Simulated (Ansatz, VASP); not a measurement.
# Two plane-wave programs on Pb

```xyz
1
Lattice="0.0000 2.5210 2.5210 2.5210 0.0000 2.5210 2.5210 2.5210 0.0000" Properties=species:S:1:pos:R:3 pbc="T T T"
Pb    0.0000    0.0000    0.0000
```

Alike in both runs: functional PBE; k mesh 14 × 14 × 14; occupations gaussian, width 0.1 eV; no spin polarisation.

Ansatz relaxed the structure, and its values are those at the end. VASP's run is a single point on that final structure, the one shown.

|  | VASP | Ansatz |
| --- | --- | --- |
| version | VASP 6.6.1 | Ansatz 0.2.0 |
| potentials or method | VASP PAW PBE potentials, release 64 (Pb_d) | scalar-relativistic, plane waves, PAW |
| plane-wave cutoff (eV) | 520 | 420 |
| valence electrons in the cell | 14 | 14 |

Ansatz gave:

```
gap on the k mesh at the Fermi level (eV) : none
pressure (GPa)                            : 0.0
```

Q: Which values does VASP return?

A: gap on the k mesh at the Fermi level (eV): none; pressure (GPa): -0.1.

A gap of «none» marks a metal or a gap that the smearing closes.

The runs have no spin-orbit coupling, so splittings on Pb are missing.
